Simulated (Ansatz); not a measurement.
Pb under changes of volume

One of the cells (29.314 Å³/atom); the others are scaled copies at fixed shape and fractional positions:

```
Pb
1.0
     3.48000    0.00000    0.00000
    -1.74000    3.01377    0.00000
     0.00000    0.00000    5.59000
Pb
2
Direct
  0.66667 0.33333 0.75000
  0.33333 0.66667 0.25000
```

This isn't the form of Pb at room conditions, which is fcc.

- Program: Ansatz 0.2.0
- Functional: LDA
- Potentials or basis: Ansatz PAW
- Cutoff: 420 eV (not typed: the program's choice for these potentials)
- k mesh: 9 × 9 × 5
- Occupations: fermi-dirac, width 0.05 eV
- Spin: no spin polarisation

```csv
volume (Å³/atom),energy over the lowest point (meV/atom),pressure (GPa)
27.555,?,?
28.141,3.42,1.6
28.727,0.00,0.4
29.314,0.53,-0.6
29.900,4.47,-1.4
30.486,11.37,-2.2
31.073,20.85,-2.9
```

Task: What does the run at 27.555 Å³/atom give?

Result: Energy over the lowest point 11.41 meV/atom; pressure 2.9 GPa.

Worked out: A Birch-Murnaghan fit of order 3 (a polynomial in V^(-2/3)) to the other rows has its minimum at 28.93 Å³/atom with B0 = V·E''(V) = 50 GPa and B' = 6.0 at fixed shape and positions, which overstates the stiffness. It gives 11.37 meV/atom at 27.555 Å³/atom, against the run's 11.41, and -dE/dV = 2.9 GPa, against 2.9.

Energies are extrapolated to zero smearing.

Caveats: the PAW data sets come from PBE, with cores solved anew for the run's functional, which leaves a small shift of forces and pressure.
